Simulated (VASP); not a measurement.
HgS: relaxation of cell and atoms with PBE

The system is HgS.

```
CELL_PARAMETERS angstrom
0.00000 2.99979 2.99979
2.99979 0.00000 2.99979
2.99979 2.99979 0.00000
ATOMIC_POSITIONS crystal
Hg 0.00000 0.00000 0.00000
S 0.25000 0.25000 0.25000
```

The cell was built by a generator and needn't be a form met in nature.

* Program: VASP 6.6.1
* Task: relaxation of cell and atoms
* Functional: PBE
* Potentials or basis: VASP PAW PBE potentials, release 64 (Hg, S)
* Cutoff: 600 eV
* k mesh: 10 × 10 × 10
* Occupations: gaussian, width 0.03 eV
* Spin: no spin polarisation
* Further INCAR settings: ALGO = Normal; EDIFF = 1e-07; IBRION = 2; EDIFFG = -0.005; NSW = 90; ISIF = 3

```yaml
Relaxed_volume: 27.04 Å³/atom
Relaxed_cell: a = 4.244 Å, b = 4.244 Å, c = 4.244 Å, α = 60.00°, β = 60.00°, γ = 60.00°
Space_group_after_relaxing_to_0.05_Å: F-43m (No. 216)
Energy_gained_by_relaxing: 0.0 meV/atom
Ionic_steps: 2
Pressure_after_relaxing: 0.0 GPa
Band_gap_on_the_k_mesh: none (metal or under the smearing width)
```

Final structure:
```
Hg S
1.0
     0.00000    3.00130    3.00130
     3.00130    0.00000    3.00130
     3.00130    3.00130    0.00000
Hg S
1 1
Direct
  0.00000 0.00000 0.00000
  0.25000 0.25000 0.25000
```

Levels at points of the mesh, in eV from the Fermi level:
| k point | band 6 | band 7 | band 8 | band 9 | band 10 | band 11 | band 12 | band 13 |
| --- | --- | --- | --- | --- | --- | --- | --- | --- |
| (0.00, 0.00, 0.00) | -5.89 | -0.55 | -0.01 | -0.01 | -0.01 | 6.12 | 6.12 | 6.12 |
| (0.50, 0.00, 0.00) | -5.55 | -5.00 | -0.85 | -0.85 | 1.56 | 6.77 | 6.80 | 6.80 |
| (0.50, 0.50, 0.00) | -5.53 | -4.53 | -2.03 | -2.03 | 3.10 | 3.58 | 8.43 | 9.90 |

Run time: 84 s on 1 thread of Intel(R) Xeon(R) Platinum 8259CL CPU @ 2.50GHz (Skylake/Cascade Lake), on a shared host, peak memory 0.23 GiB.

Spin-orbit coupling is left out, which matters for the levels of Hg.
